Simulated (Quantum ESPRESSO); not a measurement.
Input of a Quantum ESPRESSO 7.5 run:

run.py

```python
import numpy as np
from ase.calculators.espresso import Espresso, EspressoProfile
from ase.io import read

atoms = read('AlNi.cif')
atoms.set_initial_magnetic_moments([1.0, 0.0])

input_data = {
    'control': {'calculation': 'scf', 'prefix': 'pwscf', 'outdir': './tmp', 'tprnfor': True, 'tstress': True, 'disk_io': 'nowf'},
    'system': {'ecutwfc': 45.0, 'ecutrho': 360.0, 'nbnd': 20, 'occupations': 'smearing', 'smearing': 'fd', 'degauss': 0.00367493, 'nspin': 2},
    'electrons': {'conv_thr': 4e-10, 'electron_maxstep': 120, 'mixing_beta': 0.3},
}
pseudopotentials = {'Ni': 'ni_pbesol_v1.4.uspp.F.UPF', 'Al': 'al_pbesol_v1.uspp.F.UPF'}
profile = EspressoProfile(command='mpirun -n 2 pw.x -nk 2', pseudo_dir='pseudo')
dft = Espresso(profile=profile, input_data=input_data, pseudopotentials=pseudopotentials, kpts=(9, 9, 9), koffset=(0, 0, 0))
atoms.calc = dft

print(f'energy {atoms.get_potential_energy():.8f} eV')
print('forces (eV/A)')
print(np.round(atoms.get_forces(), 6))
print('stress (eV/A^3, Voigt)')
print(np.round(atoms.get_stress(), 8))
print(f'Fermi level {dft.get_fermi_level():.4f} eV')
```

File AlNi.cif:

```cif
data_AlNi
_cell_length_a 2.88100000
_cell_length_b 2.88100000
_cell_length_c 2.88100000
_cell_angle_alpha 90.00000000
_cell_angle_beta 90.00000000
_cell_angle_gamma 90.00000000
_space_group_name_H-M_alt 'P1'
_space_group_name_Hall 'P 1'
_space_group_IT_number 1
loop_
_space_group_symop_operation_xyz
'x,y,z'
loop_
_atom_site_label
_atom_site_type_symbol
_atom_site_symmetry_multiplicity
_atom_site_Wyckoff_symbol
_atom_site_fract_x
_atom_site_fract_y
_atom_site_fract_z
_atom_site_occupancy
Ni1 Ni 1 a 0.5000000000 0.5000000000 0.5000000000 1
Al1 Al 1 a 0.0000000000 0.0000000000 0.0000000000 1
```

Potentials or basis: GBRV 1.5 PBEsol.

Run with:

```bash
$ OMP_NUM_THREADS=1 python run.py
```

Problem. What does it give for the pressure?

Solution. -3.4 GPa.

Problem. Estimate the absolute moment.

Solution. 0.00 μB per cell.

Problem. What does it give for the net moment?

Solution. 0.00 μB per cell.
